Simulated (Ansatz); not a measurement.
## BN: moving B off its site

BN, P6_3mc, a = 2.554 Å, c = 4.227 Å (as given, not relaxed at this level: 0.0 GPa, forces to 0.02 eV/Å). This isn't the usual stable structure of the compound. Ansatz: PBE, PAW, 420 eV, Γ-centred 12×12×6 mesh on 4 atoms, Gaussian smearing 0.05 eV; no spin polarisation.

```xyz
4
Lattice="2.5539 0.0000 0.0000 -1.2770 2.2118 0.0000 0.0000 0.0000 4.2269" Properties=species:S:1:pos:R:3 pbc="T T T"
B     1.2770    0.7373    4.2257
B     0.0000    1.4745    2.1123
N     1.2770    0.7373    2.6430
N     0.0000    1.4745    0.5295
```

Atom 1 (B) moves by x along the unit vector (0.000, 0.000, 1.000), with its periodic images; all else is held. y is the free energy of the cell over the start, F the force along the path summed over the moved atoms.

| x (Å) | y (meV) | F (eV/Å) |
| --- | --- | --- |
| -0.200 | 852.8 | 9.48 |
| -0.150 | ? | ? |
| -0.100 | 191.9 | 4.03 |
| -0.050 | 45.9 | 1.87 |
| 0.000 | 0.0 | 0.02 |
| 0.050 | 39.7 | -1.56 |
| 0.100 | 151.8 | -2.88 |
| 0.150 | 323.8 | -3.96 |
| 0.175 | 428.5 | -4.41 |
| 0.200 | 543.6 | -4.79 |

Question: Fit y = c1 x + c2 x² + c3 x³ to the energies of the other rows, give the force constant, and predict energy and force of the missing row.

Answer: Least squares on the rows shown. y = −18.529 x + 17423 x² − 18913 x³. The force constant is 2 c2 = 34.8 eV/Å² (for all images moving together, not for a lone atom). The force −dy/dx at the missing row is 6.52 eV/Å (computed 6.54). At x = -0.150 the fit asked for gives 458.6 meV. The run gave 454.3 meV, so the fit is 4.3 meV too high, a small miss on the scale of the series.